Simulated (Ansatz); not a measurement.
CdTe under changes of volume

One of the cells (28.888 Å³/atom); the others are scaled copies at fixed shape and fractional positions:

```xyz
4
Lattice="3.0653 -3.0946 0.0000 3.0653 3.0946 0.0000 0.0000 0.0000 6.0907" Properties=species:S:1:pos:R:3 pbc="T T T"
Te    3.0653    1.6472    1.5227
Te    3.0653   -1.6472    4.5680
Cd    3.0653   -1.3800    1.5227
Cd    3.0653    1.3800    4.5680
```

Measurements of this composition are mostly on another form, of space group No. 216.

* Program: Ansatz 0.2.0
* Functional: PBE
* Potentials or basis: Ansatz PAW
* Cutoff: 420 eV (not typed: the program's choice for these potentials)
* k mesh: 6 × 6 × 5
* Occupations: fermi-dirac, width 0.05 eV
* Spin: no spin polarisation

| volume (Å³/atom) | energy over the lowest point (meV/atom) | pressure (GPa) | largest force (eV/Å) |
| --- | --- | --- | --- |
| 27.154 | 14.22 | 3.0 | 0.074 |
| 27.732 | ? | ? | ? |
| 28.310 | 0.89 | 0.7 | 0.050 |
| 28.888 | 0.00 | -0.2 | 0.040 |
| 29.465 | 2.38 | -1.1 | 0.030 |
| 30.043 | 7.68 | -1.8 | 0.047 |
| 30.621 | 15.53 | -2.5 | 0.063 |

**Question.** What does the run at 27.732 Å³/atom give?

**Answer.** Energy over the lowest point 5.48 meV/atom; pressure 1.8 GPa; largest force 0.062 eV/Å.

Worked out: A Birch-Murnaghan fit of order 3 (a polynomial in V^(-2/3)) to the other rows has its minimum at 28.75 Å³/atom with B0 = V·E''(V) = 46 GPa and B' = 5.0 at fixed shape and positions, which overstates the stiffness. It gives 5.47 meV/atom at 27.732 Å³/atom, against the run's 5.48, and -dE/dV = 1.8 GPa, against 1.8.

Energies are extrapolated to zero smearing.
